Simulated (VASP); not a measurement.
# Si (P6_3/mmc) in VASP: further runs, part 2 of 2

VASP 6.6.1. The steps go on from the part before.

## (3) Single point, PBE

INCAR

```
PREC = Accurate
ENCUT = 520
EDIFF = 1E-4
ISMEAR = 0
SIGMA = 0.05
LREAL = F
LASPH = T
NELM = 100
ALGO = Normal
ISIF = 2
LWAVE = F
LCHARG = F
GGA = PE
NBANDS = 16
ADDGRID = F
```

KPOINTS

```
Automatic mesh
0
Gamma
  10 10 5
```

POSCAR

```
Si
1.0
    3.8313174605      0.0000000000      0.0000000000
   -1.9156587303      3.3180182508      0.0000000000
    0.0000000000      0.0000000000      6.3326220002
Si
4
Direct
    0.6655130000      0.3227030000      0.9380340000
    0.3547120000      0.6831860000      0.4293900000
    0.6599490000      0.3251260000      0.5656880000
    0.3139780000      0.6447660000      0.0617650000
```

Potentials or basis: VASP PAW PBE potentials, release 64 (Si).

The run is started by

```sh
> cat potpaw_PBE.64/Si/POTCAR > POTCAR
> mpirun -np 1 vasp_std > vasp.out
```

OUTCAR:

```text
PREC = Accurate
   ENCUT = 520
   EDIFF = 1E-4
   ISMEAR = 0
   LREAL = F
   LASPH = T
   NELM = 100
   ISIF = 2
   GGA = PE

 Found    252 irreducible k-points:

 Following reciprocal coordinates:
            Coordinates               Weight
  0.000000  0.000000  0.000000      1.000000
  0.100000 -0.000000  0.000000      2.000000
  0.000000  0.100000  0.000000      2.000000
 -0.100000  0.100000  0.000000      2.000000
  0.200000 -0.000000  0.000000      2.000000
  0.000000  0.200000  0.000000      2.000000
   k-points           NKPTS =    252   k-points in BZ     NKDIM =    252   number of bands    NBANDS=     16
   number of dos      NEDOS =    301   number of ions     NIONS =      4
   total plane-waves  NPLWV =  37632
   dimension x,y,z NGX =    28 NGY =   28 NGZ =   48
   dimension x,y,z NGXF=    56 NGYF=   56 NGZF=   96
   ions per type =               4
   NGX,Y,Z   is equivalent  to a cutoff of  12.15, 12.15, 12.60 a.u.
   NGXF,Y,Z  is equivalent  to a cutoff of  24.30, 24.30, 25.20 a.u.
 SYSTEM =  unknown system
   PREC   = accura    normal or accurate (medium, high low for compatibility)
   ISTART =      0    job   : 0-new  1-cont  2-samecut
   ICHARG =      2    charge: 1-file 2-atom 10-const
   ISPIN  =      1    spin polarized calculation?
   LNONCOLLINEAR =      F non collinear calculations
   LSORBIT =      F    spin-orbit coupling
   LASPH  =      T    aspherical Exc in radial PAW
   ENCUT  =  520.0 eV  38.22 Ry    6.18 a.u.   7.12  7.12 11.77*2*pi/ulx,y,z
   NELM   =    100;   NELMIN=  2; NELMDL= -5     # of ELM steps
   EDIFF  = 0.1E-03   stopping-criterion for ELM
   LREAL  =      F    real-space projection
   EDIFFG = 0.1E-02   stopping-criterion for IOM
   NSW    =      0    number of steps for IOM
   IBRION =     -1    ionic relax: 0-MD 1-quasi-New 2-CG
   NFREE  =      0    steps in history (QN), initial steepest desc. (CG)
   ISIF   =      2    stress and relaxation
   ISYM   =      2    0-nonsym 1-usesym 2-fastsym
   POTIM  = 0.5000    time-step for ionic-motion
   TEBEG  =    0.0;   TEEND  =   0.0 temperature during run
   PSTRESS=    0.0 pullay stress
   NELECT =      16.0000    total number of electrons
   NUPDOWN=      -1.0000    fix difference up-down
   EMIN   =  10.00;   EMAX   =-10.00  energy-range for DOS
   EFERMI =   0.00;   METHOD = LEGACY
   ISMEAR =     0;   SIGMA  =   0.05  broadening in eV -4-tet -1-fermi 0-gaus
   EFERMI_NEDOS =   21; number of points for ismear=-14 and -15
   IALGO  =     38    algorithm
   IMIX   =      4    mixing-type and parameters
     AMIX     =   0.40;   BMIX     =  1.00
     AMIX_MAG =   1.60;   BMIX_MAG =  1.00
  volume/ion in A,a.u.               =      20.13       135.81
  Fermi-wavevector in a.u.,A,eV,Ry     =   0.955384  1.805414 12.418837  0.912759
  Thomas-Fermi vector in A             =   2.084217
   LORBIT       =      0    0 simple, 1 ext, 2 COOP (PROOUT), +10 PAW based schemes
   GGA     = PE    functional components
   LHFCALC =     F    Hartree Fock is set to
   AEXX    =    0.0000 exact exchange contribution
   IVDW    =     0    specifies the selected vdW correction
   LEPSILON=     F    determine dielectric tensor
   LRPA    =     F    only Hartree local field effects (RPA)
 non-spin polarized calculation
 Gauss-broadening in eV      SIGMA  =   0.05
  energy-cutoff  :      520.00
  volume of cell :       80.50
 maximum number of plane-waves:      2200
   NGX = 15   NGY = 15   NGZ = 23

 number of electron      16.0000000 magnetization

 Free energy of the ion-electron system (eV)
  ---------------------------------------------------
  ext. energy  EPLUGINS =         0.00000000
  ---------------------------------------------------
  free energy    TOTEN  =       -21.53909791 eV

  energy without entropy =      -21.53904999  energy(sigma->0) =      -21.53907395

 E-fermi :   6.3816     XC(G=0):  -9.3880

 val. band max:        6.3330958838   @ k =   0.0000   0.0000   0.0000
 cond. band min:       6.4378669344   @ k =   0.5000   0.5000   0.0000
 fundamental gap:      0.1047710506
 Fermi energy:         6.3815656327

 k-point     1 :       0.0000    0.0000    0.0000
  band No.  band energies     occupation
      1      -6.1751      2.00000
      2      -3.8357      2.00000
      3      -1.2891      2.00000
      4       4.4593      2.00000
      5       4.5182      2.00000
      6       5.4807      2.00000
[... 8 lines left out ...]
     15      10.3575      0.00000
     16      11.9015      0.00000

 k-point     2 :       0.1000   -0.0000    0.0000
  band No.  band energies     occupation
      1      -6.0594      2.00000
      2      -3.7183      2.00000
      3      -1.2287      2.00000
      4       3.5930      2.00000
      5       4.2546      2.00000
      6       5.2057      2.00000
[... 8 lines left out ...]
     15      10.7358      0.00000
     16      11.3064      0.00000

 k-point     3 :       0.0000    0.1000    0.0000
  band No.  band energies     occupation
      1      -6.0588      2.00000
      2      -3.7166      2.00000
      3      -1.2296      2.00000
      4       3.5683      2.00000
      5       4.2709      2.00000
      6       5.1398      2.00000
[... 8 lines left out ...]
     15      10.6921      0.00000
     16      11.2595      0.00000

 k-point     4 :      -0.1000    0.1000    0.0000
  band No.  band energies     occupation
      1      -6.0594      2.00000
      2      -3.7174      2.00000
      3      -1.2293      2.00000
      4       3.6134      2.00000
      5       4.2209      2.00000
      6       5.2992      2.00000
[... 8 lines left out ...]
     15      10.7163      0.00000
     16      11.3004      0.00000

 k-point     5 :       0.2000   -0.0000    0.0000
  band No.  band energies     occupation
      1      -5.7171      2.00000
      2      -3.3706      2.00000
      3      -1.1068      2.00000
      4       2.1890      2.00000
      5       3.7154      2.00000
      6       3.8742      2.00000
[... 8 lines left out ...]
     15      11.5547      0.00000
     16      12.0599      0.00000

 k-point     6 :       0.0000    0.2000    0.0000
  band No.  band energies     occupation
      1      -5.7142      2.00000
      2      -3.3632      2.00000
      3      -1.1134      2.00000
      4       2.1789      2.00000
      5       3.5602      2.00000
      6       3.9147      2.00000
[... 8 lines left out ...]
     15      11.7115      0.00000
     16      11.7953      0.00000

 [... further k-points ...]

------------------------ aborting loop because EDIFF is reached ----------------------------------------

  FORCE on cell =-STRESS in cart. coord.  units (eV):
  Direction    XX          YY          ZZ          XY          YZ          ZX
  --------------------------------------------------------------------------------------
  -------------------------------------------------------------------------------------
  Total        0.3005986      0.8214698      1.2079041      0.0426076      0.8442682      0.6774070
  in kB        5.9825602     16.3490196     24.0398956      0.8479828     16.8027564     13.4818593
  external PRESSURE =      15.4571585 kB  Pullay stress =       0.0000000 kB

 VOLUME and BASIS-vectors are now :
 -----------------------------------------------------------------------------
  energy-cutoff  :      520.00
  volume of cell :       80.50
      direct lattice vectors                 reciprocal lattice vectors
     3.831317461  0.000000000  0.000000000     0.261006823  0.150692360  0.000000000
    -1.915658730  3.318018251  0.000000000     0.000000000  0.301384720  0.000000000
     0.000000000  0.000000000  6.332622000     0.000000000  0.000000000  0.157912473

 POSITION                                       TOTAL-FORCE (eV/Angst)
 -----------------------------------------------------------------------------------
      1.93160      1.07073      5.94021        -0.685423     -0.497802     -0.114764
      0.05026      2.26682      2.71916        -0.597505     -1.022487      0.665313
      1.90564      1.07877      3.58229         0.577680      0.966646     -0.416198
     -0.03220      2.13935      0.39113         0.705248      0.553642     -0.134351
 -----------------------------------------------------------------------------------
    total drift:                                0.000026     -0.000055      0.000044

  FREE ENERGIE OF THE ION-ELECTRON SYSTEM (eV)
  ---------------------------------------------------
  free  energy   TOTEN  =       -21.5390979085 eV

  energy  without entropy=      -21.5390499917  energy(sigma->0) =      -21.53907395
```

OSZICAR:

```text
N       E                     dE             d eps       ncg     rms          rms(c)
DAV:   1     0.264697770501E+02    0.26470E+02   -0.59755E+03  8064   0.821E+02
DAV:   2    -0.200316549654E+02   -0.46501E+02   -0.41973E+02 11064   0.121E+02
DAV:   3    -0.218816307504E+02   -0.18500E+01   -0.18358E+01 10960   0.228E+01
DAV:   4    -0.219029354084E+02   -0.21305E-01   -0.21299E-01 10048   0.315E+00
DAV:   5    -0.219033084728E+02   -0.37306E-03   -0.37304E-03 11048   0.395E-01    0.687E+00
DAV:   6    -0.216515720664E+02    0.25174E+00   -0.10175E-01  9608   0.153E+00    0.418E+00
DAV:   7    -0.215362574928E+02    0.11531E+00   -0.21507E-01 10152   0.231E+00    0.250E-01
DAV:   8    -0.215384367377E+02   -0.21792E-02   -0.15433E-02 10016   0.644E-01    0.122E-01
DAV:   9    -0.215389283543E+02   -0.49162E-03   -0.60369E-04 11048   0.144E-01    0.838E-02
DAV:  10    -0.215390756732E+02   -0.14732E-03   -0.11962E-04  8248   0.561E-02    0.154E-02
DAV:  11    -0.215390979085E+02   -0.22235E-04   -0.26317E-05  5872   0.302E-02
   1 F= -.21539098E+02 E0= -.21539074E+02  d E =-.479168E-04
```

Wall time 2.5 min (1 thread of AMD EPYC 7R13 (Zen 3), shared host); peak memory 0.31 GiB.

The run converged, but some of its settings lie outside the range that counts as converged, so its numbers aren't taken as properties of the crystal.

What came out:

- Free energy: -21.5391 eV
- Pressure: 1.5 GPa
- Largest force: 1.358 eV/Å
- Band gap on the k mesh: 0.10 eV, indirect (least direct gap 0.76 eV)

Caveat: an odd mesh through Γ misses points on the zone boundary, where band edges often lie.

## (4) Single point, PBE

Changes to INCAR since step 3:

```diff
@@ -1,4 +1,4 @@
 PREC = Accurate
-ENCUT = 520
-EDIFF = 1E-4
+ENCUT = 650
+EDIFF = 1E-6
 ISMEAR = 0
```

KPOINTS is that of step 3.

POSCAR

```
Si
1.0
    3.8313174605      0.0000000000      0.0000000000
   -1.9156587303      3.3180182508      0.0000000000
    0.0000000000      0.0000000000      6.3326220002
Si
4
Direct
    0.6666666667      0.3333333333      0.9369905000
    0.3333333333      0.6666666667      0.4369905000
    0.6666666667      0.3333333333      0.5630095000
    0.3333333333      0.6666666667      0.0630095000
```

The run is started by

```sh
> cat potpaw_PBE.64/Si/POTCAR > POTCAR
> mpirun -np 1 vasp_std > vasp.out
```

It took 47 s on 1 thread of AMD EPYC 7R13 (Zen 3), shared host; peak memory 0.2 GiB.

The run converged, but some of its settings lie outside the range that counts as converged, so its numbers aren't taken as properties of the crystal.

What came out:

```
Free energy            : -21.6496 eV
Pressure               : 1.4 GPa
Largest force          : 0.005 eV/Å
Band gap on the k mesh : 0.42 eV, indirect (least direct gap 1.03 eV)
```

Caveat: an odd mesh through Γ misses points on the zone boundary, where band edges often lie.
